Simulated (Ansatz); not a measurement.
# CdTe: the cost of one run

Computed with Ansatz 0.2.0 (DFT PBE, scalar-relativistic, plane waves, PAW, unless a step's input says otherwise).

The COD entry's cell or inner coordinates are ideal or old and differ from later refinements, so a difference from it is no clean test against experiment.

2 further runs of the same task are left out: 2 set aside as unsound or not needed.

### 1 The structure to begin with

The structure is cubic, space group F-43m (No. 216). The conventional cell has a = 6.617 Å, b = 6.617 Å, c = 6.617 Å, α = 90.00°, β = 90.00°, γ = 90.00°. Cd (site symmetry -43m) has 4 Te at 2.87 Å as nearest neighbours. Te (site symmetry -43m) has 4 Cd at 2.87 Å as nearest neighbours.

Coordinates:

```xyz
2
Lattice="0.0000 3.3087 3.3087 3.3087 0.0000 3.3087 3.3087 3.3087 0.0000" Properties=species:S:1:pos:R:3 pbc="T T T"
Cd    0.0000    0.0000    0.0000
Te    4.9630    4.9630    4.9630
```

This cell was relaxed beforehand with the same method: volume 36.22 Å³/atom, gap on the mesh 0.59 eV.

Bulk energy on matching settings, from an earlier run: -7617.6697 eV/atom.

### 2 Cutting the (111) slab

Planes are indexed in the bulk's conventional cell (F-43m (No. 216)), a = 6.617 Å, b = 6.617 Å, c = 6.617 Å, α = 90.00°, β = 90.00°, γ = 90.00°.

Cut from the relaxed bulk: a (111) slab, 8.6 Å thick as cut, with 15 Å of vacuum; its outer planes are Cd (top) and Te (bottom).

The slab as cut. Layers, bottom to top:

```tsv
plane	atoms per cell	height over the lowest (Å)
1	Te	0.00
2	Cd	0.96
3	Te	3.82
4	Cd	4.78
5	Te	7.64
6	Cd	8.60
```

### 3 The slab as cut, atoms at the bulk's places

The cell repeats along c, and a dipole correction in the vacuum removes the field between the copies.

input.yaml

```yaml
crystal:
  lattice:
    - [4.6791895905, 0.0, 0.0]
    - [-2.3395947952, 4.0522970545, 0.0]
    - [0.0, 0.0, 23.5962201799]
  atoms:
    - { symbol: Te, position: [0.0, 0.0, 0.3178475172] }
    - { symbol: Cd, position: [0.3333333333, 0.6666666667, 0.3583258467] }
    - { symbol: Te, position: [0.3333333333, 0.6666666667, 0.4797608352] }
    - { symbol: Cd, position: [0.6666666667, 0.3333333333, 0.5202391648] }
    - { symbol: Te, position: [0.6666666667, 0.3333333333, 0.6416741533] }
    - { symbol: Cd, position: [0.0, 0.0, 0.6821524828] }
basis:
  ecutwfc: 420
kpoints:
  mp_grid: { grid: [9, 9, 1] }
hamiltonian:
  xc: pbe
scf:
  occupations: { method: gaussian, width: 0.05 }
output:
  forces: true
  stress: true
  eigenvalues: true
efield:
  axis: 3
  dipole_correction: true
  ramp_width: 0.04
```

On the command line:

```console
$ ansatz run input.yaml --threads 1 --pin off --max-ram 2560MiB --backend cpu --events-out ev --progress --plain --runs-dir out
```

**Question.** How long does this run take on 1 thread of Intel Xeon at 2.50GHz (Skylake/Cascade Lake), shared host, and how much memory does it need?

About 70 s, with a peak of 0.69 GiB.
